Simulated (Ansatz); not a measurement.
Se (P3_121) from a database structure: a one-shot G0W0 calculation in the PAW code Ansatz (G0W0@PBE with 240 empty bands, a screening cutoff of 120 eV and a 6×6×4 mesh). Cell and atoms come from a relaxation with r2SCAN+rVV10.

input.yaml:
```yaml
crystal:
  lattice:
    - [4.2926573527, 0.0, 0.0]
    - [-2.1463286763, 3.7175503172, 0.0]
    - [0.0, 0.0, 5.0408504727]
  atoms:
    - { symbol: Se, position: [0.2284670362, 0.0, 0.3333333333] }
    - { symbol: Se, position: [0.0, 0.2284670362, 0.6666666667] }
    - { symbol: Se, position: [0.7715329638, 0.7715329638, 0.0] }
kpoints:
  mp_grid: { grid: [6, 6, 4] }
hamiltonian:
  xc: pbe
scf:
  occupations: { method: fixed }
gw:
  n_empty_bands: 240
  ecut_chi: 120
  qp_bands: [v2, c2]
  qp_kpoints: band_edges
  screening: { model: contour_deformation }
```

It took 2.1 min on 1 × NVIDIA H100 80GB HBM3 with 4 threads of AMD EPYC 7R13 Processor (Zen 3), on a shared host, load about 34.1 per core; peak host memory 1.8 GiB.

Output, abridged:
```
Functional definition: PBE
Crystal: 3 atoms, lattice volume = 80.443 Å³
Basis set: ecut = 420 eV, 1547 PW (Γ)
Bands: 29, of which v1, the nominal top of the filled ones, is band 24 counted from 1 (23 counted from 0)
Symmetry: 6 space group operations
Space group: P3121 (ITA 152)
k-points: 24 of 144 (time reversal used)
preconditioner: auto → Resta (q_TF=auto, 2.503 Å⁻¹)  ε∞=3.8  [insulator: Δε(μ)=0.837 eV  ℏωp=17.6 eV]
SCF 1 converged in 6 iterations: F = -16407.205675 eV  dr2 = 5.74e-8
Free energy (F): -16407.205675 eV
Fermi energy:    7.073989 eV
--- Band table (eV; the first three rows and the last of 24) ---
  k-point 0: bands = […, 3.3550, 3.3550, 3.4216, 5.1295, 5.1295, 6.6938, 8.8574, 8.8574, 9.2785, 13.3667, …]
  k-point 1: bands = […, 2.7023, 3.5748, 3.7435, 5.2138, 5.5220, 6.3092, 8.4895, 8.5135, 8.8081, 13.7323, …]
  k-point 2: bands = […, 2.2724, 3.8266, 3.8266, 5.6176, 5.6176, 5.8869, 8.2682, 8.3093, 8.3093, 13.2277, …]
  k-point 23: bands = […, 1.3545, 2.1051, 2.1051, 6.0048, 6.9333, 6.9333, 7.9177, 9.7395, 9.7395, 13.8715, …]
--- G₀W₀: contour deformation, 7 samples at zero and on the imaginary axis and 1 off it, 144 q-points, 240 empty bands' worth ---
    ik  band        ε_KS         Σx   Σc(E_QP)       V_xc       Z   E_QP_lin       E_QP  E_QP is
     0    23      5.1295   -17.1304     2.6552   -13.9712  0.6791     4.6089     4.6256  root
     0    24      6.6938   -17.5593     2.0301   -15.0095  0.7183     6.1648     6.1742  root
     0    25      8.8574   -10.9109    -3.9986   -15.1263  0.7224     9.0756     9.0742  root
     0    26      8.8574   -10.9109    -3.9986   -15.1263  0.7224     9.0756     9.0742  root
     2    23      5.6176   -16.8932     2.3306   -14.0646  0.6945     5.1063     5.1197  root
     2    24      5.8869   -17.5110     2.3364   -14.6522  0.7063     5.3529     5.3645  root
     2    25      8.2682   -10.8740    -3.5900   -14.6175  0.7311     8.4223     8.4217  root
     2    26      8.3093    -9.7709    -3.6330   -13.5179  0.7466     8.4236     8.4233  root
     3    23      5.5426   -17.4728     2.1518   -14.8255  0.7036     5.0356     5.0471  root
     3    24      6.4749   -17.3720     2.0130   -14.8469  0.7158     5.9530     5.9628  root
     3    25      8.7872   -10.5234    -3.8486   -14.5504  0.7309     8.9665     8.9656  root
     3    26      8.8822   -10.8193    -3.8966   -14.9079  0.7259     9.0754     9.0743  root
     4    23      5.7400   -17.3325     2.1435   -14.6935  0.7044     5.2334     5.2445  root
     4    24      6.2593   -17.0117     1.8472   -14.6762  0.7158     5.7614     5.7710  root
     4    25      8.5610   -11.0486    -3.5819   -14.7681  0.7299     8.6990     8.6985  root
     4    26      8.6923   -10.1446    -3.7762   -14.0733  0.7374     8.8454     8.8448  root
     5    23      5.6359   -16.9445     2.1262   -14.3390  0.7014     5.1452     5.1566  root
     5    24      5.8997   -17.1645     2.1267   -14.5419  0.7057     5.3928     5.4038  root
     5    25      8.4957   -10.9716    -3.5563   -14.6537  0.7322     8.6218     8.6214  root
     5    26      8.7072   -10.2502    -3.7660   -14.1570  0.7341     8.8486     8.8480  root
     7    23      5.4220   -17.1996     2.0465   -14.6683  0.7040     4.9259     4.9372  root
     7    24      6.1723   -17.3643     2.0344   -14.8279  0.7117     5.6600     5.6703  root
     7    25      8.9212   -10.5412    -3.8086   -14.5083  0.7303     9.0804     9.0797  root
     7    26      9.1956   -10.4827    -3.9190   -14.5706  0.7252     9.3654     9.3644  root
     8    23      5.5087   -16.8717     2.0153   -14.3969  0.7000     5.0384     5.0492  root
     8    24      6.6501   -17.2803     1.4845   -15.3310  0.7261     6.1786     6.1854  root
     8    25      8.6091   -10.9474    -3.4724   -14.5258  0.7351     8.7154     8.7151  root
     8    26      9.2630   -10.5886    -3.9711   -14.7347  0.7218     9.4391     9.4380  root
    11    23      5.3709   -17.0708     2.0418   -14.5426  0.7037     4.8730     4.8845  root
    11    24      6.0845   -17.3834     2.0176   -14.8693  0.7109     5.5779     5.5879  root
    11    25      8.9258   -10.4085    -3.7781   -14.3316  0.7329     9.0714     9.0708  root
    11    26      9.3261   -10.4514    -3.9205   -14.5377  0.7234     9.4929     9.4919  root
    13    23      5.6032   -16.7447     2.1248   -14.1286  0.7032     5.0999     5.1118  root
    13    24      7.0740   -17.1515     1.1347   -15.5832  0.7345     6.6355     6.6404  root
    13    25      8.5890   -11.7115    -3.6024   -15.4835  0.7261     8.7594     8.7586  root
    13    26      9.8795   -10.9544    -4.0151   -15.0931  0.7056    10.0037    10.0030  root
  […]
```

The rows of the band table are 0: (0, 0, 0) = Γ, 1: (0, 0, 1/4), 2: (0, 0, -1/2), 23: (1/3, 1/3, -1/2).

The points are ik 0 = (0, 0, 0) (Γ), ik 2 = (0, 0, -1/2), ik 3 = (0, 1/6, 0), ik 4 = (0, 1/6, 1/4), ik 5 = (0, 1/6, -1/2), ik 7 = (0, 1/3, 0), ik 8 = (0, 1/3, 1/4), ik 11 = (0, -1/2, 0), ik 13 = (0, -1/2, -1/2), ik 19 = (1/6, 1/3, -1/2), ik 23 = (1/3, 1/3, -1/2); band 24 is the last filled one.

G0W0 moves the gap on the mesh from 0.84 eV (PBE) to 1.46 eV (k = (0, -1/2, -1/2) to k = (1/3, 1/3, -1/2)). Renormalisation factors Z lie between 0.68 and 0.75. No extrapolation in bands, cutoff or mesh was made for G0W0.

No spin polarisation and no zero-point or thermal motion.

The runs are scalar-relativistic, without spin-orbit coupling.

For so narrow a gap this mesh doesn't settle the screening, and the bands and cutoff are finite.
